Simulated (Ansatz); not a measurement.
# Ge: the cost of one run

Method: DFT PBE, scalar-relativistic, plane waves, PAW, in Ansatz 0.2.0.

6 further runs of the same task are left out: 2 that didn't finish, 4 set aside as unsound or not needed.

**1. The structure to begin with**

Symmetry: P6_3/mmc, No. 194, hexagonal system. Conventional cell: a = 4.058 Å, b = 4.058 Å, c = 6.693 Å, α = 90.00°, β = 90.00°, γ = 120.00°. Ge (site symmetry 3m) is surrounded by 4 Ge at 2.49 to 2.51 Å.

Coordinates:

```cif
data_structure
_symmetry_space_group_name_H-M 'P6_3/mmc'
_symmetry_Int_Tables_number 194
_cell_length_a 4.0582
_cell_length_b 4.0582
_cell_length_c 6.6925
_cell_angle_alpha 90.000
_cell_angle_beta 90.000
_cell_angle_gamma 120.000
_cell_volume 95.45
loop_
_atom_site_label
_atom_site_type_symbol
_atom_site_symmetry_multiplicity
_atom_site_Wyckoff_symbol
_atom_site_fract_x
_atom_site_fract_y
_atom_site_fract_z
_atom_site_occupancy
Ge1 Ge 4 f 0.66667 0.33333 0.06279 1
```

It goes back to an entry of the Materials Project, which need not be the stable form.

It is the result of an earlier relaxation at this level (volume 23.86 Å³/atom; gap on the mesh: none (metal)).

**2. The reference: the undisturbed cell on the scan's mesh**

input.yaml reads:

```yaml
crystal:
  lattice:
    - [4.0581567077, 0.0, 0.0]
    - [-2.0290783539, 3.5144668014, 0.0]
    - [0.0, 0.0, 6.6925281924]
  atoms:
    - { symbol: Ge, position: [0.6666666667, 0.3333333333, 0.0627911807] }
    - { symbol: Ge, position: [0.3333333333, 0.6666666667, 0.5627911807] }
    - { symbol: Ge, position: [0.6666666667, 0.3333333333, 0.4372088193] }
    - { symbol: Ge, position: [0.3333333333, 0.6666666667, 0.9372088193] }
basis:
  ecutwfc: 420
kpoints:
  mp_grid: { grid: [12, 12, 8] }
hamiltonian:
  xc: pbe
scf:
  occupations: { method: gaussian, width: 0.15 }
output:
  forces: true
  stress: true
  eigenvalues: true
  write_density: true
  write_potential: true
  elf: true
  volumetric_format: npy
```

The run is started by

```console
ansatz run input.yaml --threads 2 --pin off --max-ram 5120MiB --backend cpu --events-out ev --progress --plain --runs-dir out
```

What time and memory should one allow on 2 threads of Intel Xeon at 2.50GHz (Skylake/Cascade Lake), shared host?

About 27 s, with a peak of 0.53 GiB.
